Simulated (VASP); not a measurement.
# Ir (P6_3/mmc) in VASP: notebook

The runs below take Ir through single point, with PBE.

Everything below comes from runs of VASP 6.6.1. Logs are shortened: lines on timing, memory, paths and dates and some standing lists are left out, and cuts for length are marked.

## 1. The structure

Symmetry: P6_3/mmc, No. 194, hexagonal system. Conventional cell: a = 2.751 Å, b = 2.751 Å, c = 4.462 Å, α = 90.00°, β = 90.00°, γ = 120.00°. Around Ir (site symmetry -6m2) lie 12 Ir at 2.74 to 2.75 Å.

This isn't the form of Ir at room conditions, which is fcc.

## 2. Single point, PBE

Input file INCAR:

```
SYSTEM = Ir
ADDGRID = .FALSE. ; ALGO = Normal
EDIFF = 1E-6 ; ENCUT = 460
GGA = PE ; ISIF = 2
ISMEAR = 0 ; LASPH = .TRUE.
LCHARG = .FALSE. ; LREAL = .FALSE.
LWAVE = .FALSE. ; NELM = 100
PREC = Accurate ; SIGMA = 0.05
```

Input file KPOINTS:

```
k-points
0
G
  11 11 6
  0 0 0
```

Input file POSCAR:

```
Ir
1.0
    2.7513778946      0.0000000000      0.0000000000
   -1.3756889473      2.3827631521      0.0000000000
    0.0000000000      0.0000000000      4.4622900000
Ir
2
Direct
    0.3583140000      0.6617470000      0.2121330000
    0.6598720000      0.3587530000      0.7691070000
```

Potentials or basis: VASP PAW PBE potentials, release 64 (Ir).

Started as:

```bash
cat potpaw_PBE.64/Ir/POTCAR > POTCAR
mpirun -np 1 vasp_std > vasp.out
```

OUTCAR:

```text
SYSTEM = Ir
   EDIFF = 1E-6
   ENCUT = 460
   GGA = PE
   ISIF = 2
   ISMEAR = 0
   LASPH = .TRUE.
   LREAL = .FALSE.
   NELM = 100
   PREC = Accurate

 Found    364 irreducible k-points:

 Following reciprocal coordinates:
            Coordinates               Weight
  0.000000  0.000000  0.000000      1.000000
  0.090909 -0.000000  0.000000      2.000000
  0.000000  0.090909  0.000000      2.000000
 -0.090909  0.090909  0.000000      2.000000
  0.181818 -0.000000  0.000000      2.000000
  0.000000  0.181818  0.000000      2.000000
   k-points           NKPTS =    364   k-points in BZ     NKDIM =    364   number of bands    NBANDS=     13
   number of dos      NEDOS =    301   number of ions     NIONS =      2
   total plane-waves  NPLWV =  12800
   dimension x,y,z NGX =    20 NGY =   20 NGZ =   32
   dimension x,y,z NGXF=    40 NGYF=   40 NGZF=   64
   ions per type =               2
   NGX,Y,Z   is equivalent  to a cutoff of  12.08, 12.08, 11.92 a.u.
   NGXF,Y,Z  is equivalent  to a cutoff of  24.17, 24.17, 23.84 a.u.
 SYSTEM =  Ir
   PREC   = accura    normal or accurate (medium, high low for compatibility)
   ISTART =      0    job   : 0-new  1-cont  2-samecut
   ICHARG =      2    charge: 1-file 2-atom 10-const
   ISPIN  =      1    spin polarized calculation?
   LNONCOLLINEAR =      F non collinear calculations
   LSORBIT =      F    spin-orbit coupling
   LASPH  =      T    aspherical Exc in radial PAW
   ENCUT  =  460.0 eV  33.81 Ry    5.81 a.u.   4.81  4.81  7.80*2*pi/ulx,y,z
   NELM   =    100;   NELMIN=  2; NELMDL= -5     # of ELM steps
   EDIFF  = 0.1E-05   stopping-criterion for ELM
   LREAL  =      F    real-space projection
   EDIFFG = 0.1E-04   stopping-criterion for IOM
   NSW    =      0    number of steps for IOM
   IBRION =     -1    ionic relax: 0-MD 1-quasi-New 2-CG
   NFREE  =      0    steps in history (QN), initial steepest desc. (CG)
   ISIF   =      2    stress and relaxation
   ISYM   =      2    0-nonsym 1-usesym 2-fastsym
   POTIM  = 0.5000    time-step for ionic-motion
   TEBEG  =    0.0;   TEEND  =   0.0 temperature during run
   PSTRESS=    0.0 pullay stress
   NELECT =      18.0000    total number of electrons
   NUPDOWN=      -1.0000    fix difference up-down
   EMIN   =  10.00;   EMAX   =-10.00  energy-range for DOS
   EFERMI =   0.00;   METHOD = LEGACY
   ISMEAR =     0;   SIGMA  =   0.05  broadening in eV -4-tet -1-fermi 0-gaus
   EFERMI_NEDOS =   21; number of points for ismear=-14 and -15
   IALGO  =     38    algorithm
   IMIX   =      4    mixing-type and parameters
     AMIX     =   0.40;   BMIX     =  1.00
     AMIX_MAG =   1.60;   BMIX_MAG =  1.00
  volume/ion in A,a.u.               =      14.63        98.71
  Fermi-wavevector in a.u.,A,eV,Ry     =   1.392417  2.631287 26.379323  1.938826
  Thomas-Fermi vector in A             =   2.516162
   LORBIT       =      0    0 simple, 1 ext, 2 COOP (PROOUT), +10 PAW based schemes
   GGA     = PE    functional components
   LHFCALC =     F    Hartree Fock is set to
   AEXX    =    0.0000 exact exchange contribution
   IVDW    =     0    specifies the selected vdW correction
   LEPSILON=     F    determine dielectric tensor
   LRPA    =     F    only Hartree local field effects (RPA)
 non-spin polarized calculation
 Gauss-broadening in eV      SIGMA  =   0.05
  energy-cutoff  :      460.00
  volume of cell :       29.25
 maximum number of plane-waves:       675
   NGX =  9   NGY =  9   NGZ = 15

 number of electron      18.0000000 magnetization

 Free energy of the ion-electron system (eV)
  ---------------------------------------------------
  ext. energy  EPLUGINS =         0.00000000
  ---------------------------------------------------
  free energy    TOTEN  =       -17.02273640 eV

  energy without entropy =      -17.01728928  energy(sigma->0) =      -17.02001284

 E-fermi :  10.0697     XC(G=0): -13.7474

 val. band max:       10.0665319546   @ k =  -0.0909   0.3636   0.1667
 cond. band min:      10.0713918549   @ k =   0.2727   0.0909   0.0000
 fundamental gap:      0.0048599003
 Fermi energy:        10.0697111193

 k-point     1 :       0.0000    0.0000    0.0000
  band No.  band energies     occupation
      1      -0.9547      2.00000
      2       1.9112      2.00000
      3       5.8714      2.00000
      4       6.0096      2.00000
      5       6.0937      2.00000
      6       6.3173      2.00000
      7       6.6648      2.00000
      8       7.7630      2.00000
      9       8.4113      2.00000
     10       9.5796      2.00000
     11       9.9300      1.99992
     12      10.8298      0.00000
     13      16.0341      0.00000

 k-point     2 :       0.0909   -0.0000    0.0000
  band No.  band energies     occupation
      1      -0.6443      2.00000
      2       2.1703      2.00000
      3       5.5014      2.00000
      4       6.1505      2.00000
      5       6.1874      2.00000
      6       6.3390      2.00000
      7       6.8501      2.00000
      8       7.6146      2.00000
      9       8.0086      2.00000
     10       8.4606      2.00000
     11      10.6366      0.00000
     12      12.0146      0.00000
     13      16.1050      0.00000

 k-point     3 :       0.0000    0.0909    0.0000
  band No.  band energies     occupation
      1      -0.6443      2.00000
      2       2.1708      2.00000
      3       5.5012      2.00000
      4       6.1501      2.00000
      5       6.1857      2.00000
      6       6.3392      2.00000
      7       6.8528      2.00000
      8       7.6128      2.00000
      9       8.0155      2.00000
     10       8.4572      2.00000
     11      10.6247      0.00000
     12      12.0237      0.00000
     13      16.1050      0.00000

 k-point     4 :      -0.0909    0.0909    0.0000
  band No.  band energies     occupation
      1      -0.6398      2.00000
      2       2.1971      2.00000
      3       5.4796      2.00000
      4       5.9343      2.00000
      5       6.3155      2.00000
      6       6.4922      2.00000
      7       6.8346      2.00000
      8       7.5661      2.00000
      9       8.2369      2.00000
     10       8.3703      2.00000
     11      10.1407      0.04452
     12      12.3784      0.00000
     13      16.1127      0.00000

 k-point     5 :       0.1818   -0.0000    0.0000
  band No.  band energies     occupation
      1       0.2114      2.00000
      2       2.7674      2.00000
      3       4.8702      2.00000
      4       5.7948      2.00000
      5       6.1832      2.00000
      6       6.5336      2.00000
      7       7.0646      2.00000
      8       7.3523      2.00000
      9       8.0006      2.00000
     10       8.2724      2.00000
     11      10.8271      0.00000
     12      14.1483      0.00000
     13      16.2375      0.00000

 k-point     6 :       0.0000    0.1818    0.0000
  band No.  band energies     occupation
      1       0.2119      2.00000
      2       2.7700      2.00000
      3       4.8704      2.00000
      4       5.7888      2.00000
      5       6.1831      2.00000
      6       6.5404      2.00000
      7       7.0662      2.00000
      8       7.3557      2.00000
      9       7.9922      2.00000
     10       8.2728      2.00000
     11      10.8176      0.00000
     12      14.1573      0.00000
     13      16.2373      0.00000

 [... further k-points ...]

------------------------ aborting loop because EDIFF is reached ----------------------------------------

  FORCE on cell =-STRESS in cart. coord.  units (eV):
  Direction    XX          YY          ZZ          XY          YZ          ZX
  --------------------------------------------------------------------------------------
  -------------------------------------------------------------------------------------
  Total        1.7794037      1.1947936      3.9771331     -0.5163703      0.8795837     -1.5553356
  in kB       97.4532101     65.4356689    217.8170124    -28.2802279     48.1724637    -85.1815958
  external PRESSURE =     126.9019638 kB  Pullay stress =       0.0000000 kB

 VOLUME and BASIS-vectors are now :
 -----------------------------------------------------------------------------
  energy-cutoff  :      460.00
  volume of cell :       29.25
      direct lattice vectors                 reciprocal lattice vectors
     2.751377895  0.000000000  0.000000000     0.363454254  0.209840411  0.000000000
    -1.375688947  2.382763152  0.000000000     0.000000000  0.419680823  0.000000000
     0.000000000  0.000000000  4.462290000     0.000000000  0.000000000  0.224100182

 POSITION                                       TOTAL-FORCE (eV/Angst)
 -----------------------------------------------------------------------------------
      0.07550      1.57679      0.94660        -0.884265      0.498569      3.663035
      1.32202      0.85482      3.43198         0.884265     -0.498569     -3.663035
 -----------------------------------------------------------------------------------
    total drift:                               -0.000001     -0.000004     -0.000001

  FREE ENERGIE OF THE ION-ELECTRON SYSTEM (eV)
  ---------------------------------------------------
  free  energy   TOTEN  =       -17.0227363981 eV

  energy  without entropy=      -17.0172892847  energy(sigma->0) =      -17.02001284
```

It took 72 s on 1 thread of Intel Xeon Platinum 8375C at 2.90GHz (Ice Lake), shared host; peak memory 0.22 GiB.

These settings aren't checked as converged: the numbers below hold their error.

What came out:

```yaml
Free_energy: -17.0227 eV
Pressure: 12.7 GPa
Largest_force: 3.801 eV/Å
Band_gap_on_the_k_mesh: none (metal or under the smearing width)
```

## 3. Single point, PBE

Edit INCAR of step 2 so:

```diff
@@ -7,2 +7,2 @@
 LWAVE = .FALSE. ; NELM = 100
-PREC = Accurate ; SIGMA = 0.05
+PREC = Accurate ; SIGMA = 0.02
```

KPOINTS is that of step 2.

Input file POSCAR:

```
Ir
1.0
    2.7513778946      0.0000000000      0.0000000000
   -1.3756889473      2.3827631521      0.0000000000
    0.0000000000      0.0000000000      4.4622900000
Ir
2
Direct
    0.3333333333      0.6666666667      0.2500000000
    0.6666666667      0.3333333333      0.7500000000
```

Potentials or basis: VASP PAW PBE potentials, release 64 (Ir).

Started as:

```bash
cat potpaw_PBE.64/Ir/POTCAR > POTCAR
mpirun -np 1 vasp_std > vasp.out
```

Wall time 14 s (1 thread of Intel Xeon Platinum 8375C at 2.90GHz (Ice Lake), shared host); peak memory 0.14 GiB.

These settings aren't checked as converged: the numbers below hold their error.

What came out:

| Property | Result |
| --- | --- |
| Free energy | -17.5211 eV |
| Pressure | -1.0 GPa |
| Band gap on the k mesh | none (metal or under the smearing width) |

[end of part 1 of 2]
